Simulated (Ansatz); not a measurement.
Runs of Ansatz 0.2.0 on CrCuO2. The structure is trigonal, space group R-3m (No. 166). Conventional cell: a = 2.973 Å, b = 2.973 Å, c = 17.100 Å, α = 90.00°, β = 90.00°, γ = 120.00°. Cu (site symmetry -3m) has 2 O at 1.85 Å as nearest neighbours. Cr (site symmetry -3m) has 6 O at 1.99 Å as nearest neighbours. O (site symmetry 3m) has 1 Cu at 1.85 Å and 3 Cr at 1.99 Å as nearest neighbours. 

```tsv
task	level	points for each segment of the path	gap on the mesh (eV)	pressure (GPa)	moment (μB)	V0 of scaled cells (Å³/atom)	B0 (GPa)	largest force (eV/Å)
band structure	LDA	14	0.75	(c)	3.00	-	-	(a)
equation of state	PBE	-	-	-	-	11.16	(b)	-
equation of state	LDA	-	-	-	-	10.34	212	-
band structure	PBE	14	1.11	4.1	3.00	-	-	0.03
```

Alike in all rows: potentials or basis Ansatz PAW; spin collinear, ferromagnetic start; cell as given; k mesh 10 × 10 × 10; cutoff (eV) 420; smearing fermi-dirac 0.05 eV.

**Question.** Fill in the values left out.

**Answer.** (a) 0.08; (b) 172; (c) -10.2.

Caveats: only a ferromagnetic start was run, and an antiferromagnetic order may lie lower in energy (some runs); the cell was scaled at fixed shape and fractional positions, which overstates the stiffness of a crystal with free parameters, most of all of layers and chains (some runs); the PAW data sets come from PBE, with cores solved anew for the run's functional, which leaves a small shift of forces and pressure (some runs).

